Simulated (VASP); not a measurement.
**LiF in VASP 6.6.1, single-point calculation**

INCAR

```
ENCUT = 520
LREAL = .FALSE.
NBANDS = 12
EDIFF = 1E-7
IBRION = -1
GGA = PE
SIGMA = 0.02
LCHARG = .FALSE.
LASPH = .TRUE.
PREC = Accurate
ISMEAR = -1
NELMDL = -12
LWAVE = .FALSE.
NELM = 61
NSW = 0
ISIF = 2
```

KPOINTS

```
KPOINTS created by Atomic Simulation Environment
0
Gamma
12 12 12
0 0 0
```

POSCAR

```
Li F
 1.0000000000000000
     0.0000000000000000    2.0479353318000002    1.9619039685999999
     2.0479353318000002    0.0000000000000000    1.9619039685999999
     2.0479353318000002    2.0479353318000002    0.0000000000000000
 Li  F
   1   1
Cartesian
  0.0000000000000000  0.0000000000000000  0.0000000000000000
  2.0479353317999998  2.0479353317999998  1.9619039685999995
```

The recommended PBE PAW datasets give the neutral cell 10 valence electrons.

Command

```
mpirun -np 1 vasp_std
```

OSZICAR

```
N       E                     dE             d eps       ncg     rms          rms(c)
DAV:   1     0.318225717939E+02    0.31823E+02   -0.53493E+03  4088   0.840E+02
DAV:   2    -0.904810418014E+01   -0.40871E+02   -0.40045E+02  4720   0.187E+02
DAV:   3    -0.101379828446E+02   -0.10899E+01   -0.10878E+01  5196   0.268E+01
DAV:   4    -0.101477172475E+02   -0.97344E-02   -0.97340E-02  4416   0.267E+00
DAV:   5    -0.101478411611E+02   -0.12391E-03   -0.12391E-03  5204   0.216E-01
DAV:   6    -0.101478427740E+02   -0.16129E-05   -0.16129E-05  4596   0.217E-02
DAV:   7    -0.101478428012E+02   -0.27124E-07   -0.27113E-07  5112   0.224E-03
DAV:   8    -0.101478428017E+02   -0.50795E-09   -0.49747E-09  3700   0.301E-04
DAV:   9    -0.101478428017E+02    0.45475E-12   -0.13994E-10  2952   0.552E-05
DAV:  10    -0.101478428017E+02   -0.63665E-11   -0.17181E-11  2376   0.201E-05
DAV:  11    -0.101478428017E+02    0.17963E-10   -0.44460E-12  2268   0.916E-06
DAV:  12    -0.101478428017E+02   -0.30241E-10   -0.81838E-13  2176   0.436E-06    0.455E+00
DAV:  13    -0.962252308448E+01    0.52532E+00   -0.25264E+00  4416   0.983E+00    0.139E+00
DAV:  14    -0.962691482886E+01   -0.43917E-02   -0.18430E-02  5152   0.119E+00    0.863E-01
DAV:  15    -0.963383828755E+01   -0.69235E-02   -0.15276E-02  4732   0.128E+00    0.112E-01
DAV:  16    -0.963386287488E+01   -0.24587E-04   -0.96232E-04  4584   0.279E-01    0.437E-02
DAV:  17    -0.963394407983E+01   -0.81205E-04   -0.13868E-04  4432   0.916E-02    0.157E-02
DAV:  18    -0.963394715499E+01   -0.30752E-05   -0.65117E-06  4880   0.239E-02    0.205E-03
DAV:  19    -0.963394799219E+01   -0.83721E-06   -0.49415E-07  4508   0.601E-03    0.870E-04
DAV:  20    -0.963394799883E+01   -0.66412E-08   -0.50421E-08  3288   0.203E-03
   1 F= -.96339480E+01 E0= -.96339480E+01  d E =-.198890E-11
```

Standard output (part)

```
POSCAR found type information on POSCAR LiF
 POSCAR found :  2 types and       2 ions
 LDA part: xc-table for (Slater+PW92), standard interpolation
 POSCAR, INCAR and KPOINTS ok, starting setup
 WAVECAR not read
 entering main loop
```

From OUTCAR

```
k-points           NKPTS =    163   k-points in BZ     NKDIM =    163   number of bands    NBANDS=     12

   NELECT =      10.0000    total number of electrons

   dimension x,y,z NGX =    24 NGY =   24 NGZ =   24
   dimension x,y,z NGXF=    48 NGYF=   48 NGZF=   48

  energy-cutoff  :      520.00
  volume of cell :       16.46
      direct lattice vectors                 reciprocal lattice vectors
     0.000000000  2.047935332  1.961903969    -0.244148334  0.244148334  0.254854472
     2.047935332  0.000000000  1.961903969     0.244148334 -0.244148334  0.254854472
     2.047935332  2.047935332  0.000000000     0.244148334  0.244148334 -0.254854472

 k-points in reciprocal lattice and weights: KPOINTS created by Atomic Simulation Env
   0.00000000  0.00000000  0.00000000       0.001
   0.08333333  0.00000000  0.00000000       0.005
   0.16666667  0.00000000  0.00000000       0.005
   0.25000000 -0.00000000  0.00000000       0.005
   0.33333333 -0.00000000  0.00000000       0.005
   0.41666667 -0.00000000  0.00000000       0.005
   0.50000000 -0.00000000  0.00000000       0.002
   0.08333333  0.08333333  0.00000000       0.001
   ...

 E-fermi :  -0.5958

 k-point     1 :       0.0000    0.0000    0.0000
  band No.  band energies     occupation
      1     -41.9934      2.00000
      2     -21.0189      2.00000
      3      -1.1438      2.00000
      4      -1.0305      2.00000
      5      -1.0305      2.00000
      6       7.9529      0.00000
      7      22.4928      0.00000
      8      22.4928      0.00000
      9      23.0941      0.00000
     10      23.0941      0.00000
     11      23.4540      0.00000
     12      23.5037      0.00000

 k-point     2 :       0.0833    0.0000    0.0000
  band No.  band energies     occupation
      1     -41.9896      2.00000
      2     -20.9923      2.00000
      3      -1.2861      2.00000
      4      -1.1002      2.00000
      5      -1.0518      2.00000
      6       8.1615      0.00000
      7      20.6037      0.00000
      8      21.4957      0.00000
      9      22.1667      0.00000
     10      23.9309      0.00000
     11      24.0101      0.00000
     12      24.3595      0.00000

 k-point     3 :       0.1667    0.0000    0.0000
  band No.  band energies     occupation
      1     -41.9792      2.00000
      2     -20.9181      2.00000
      3      -1.7880      2.00000
      4      -1.1405      2.00000
      5      -1.1091      2.00000
      6       8.6697      0.00000
      7      18.4034      0.00000
      8      20.2014      0.00000
      9      20.9809      0.00000
     10      24.7618      0.00000
     11      25.0219      0.00000
     12      25.3096      0.00000

 k-point     4 :       0.2500   -0.0000    0.0000
  band No.  band energies     occupation
      1     -41.9649      2.00000
      2     -20.8136      2.00000
      3      -2.4241      2.00000
      4      -1.1856      2.00000
      5      -1.1794      2.00000
      6       9.2191      0.00000
      7      16.8089      0.00000
      8      19.0396      0.00000
      9      19.8529      0.00000
     10      25.7631      0.00000
     11      26.3063      0.00000
     12      26.5718      0.00000

 ...

  Total        0.0232597      0.0232597      0.3844038      0.0000000      0.0000000      0.0000000
  in kB        2.2645121      2.2645121     37.4246751      0.0000000      0.0000000      0.0000000
  external PRESSURE =      13.9845664 kB  Pullay stress =       0.0000000 kB

 POSITION                                       TOTAL-FORCE (eV/Angst)
 -----------------------------------------------------------------------------------
      0.00000      0.00000      0.00000         0.000000      0.000000      0.000000
      2.04794      2.04794      1.96190        -0.000000     -0.000000      0.000000
 -----------------------------------------------------------------------------------
    total drift:                               -0.000000     -0.000000      0.000000

  FREE ENERGIE OF THE ION-ELECTRON SYSTEM (eV)
  ---------------------------------------------------
  free  energy   TOTEN  =        -9.6339479988 eV

  energy  without entropy=       -9.6339479988  energy(sigma->0) =       -9.63394800
```

It converged. Results: gap between bands v and c on the k mesh 8.98 eV; least direct gap on the k mesh 8.98 eV; pressure 1.4 GPa. Band v is the last that the valence electrons fill when counted band by band, and c is the next.

For comparison, a separate PBE run of the intended cell, on usual settings and not on those above, gives a gap of 8.98 eV on its mesh and a pressure of 1.4 GPa.

The run above took about 30 s on one core of a shared host (Intel Xeon Platinum 8488C) and held 0.15 GiB at most.
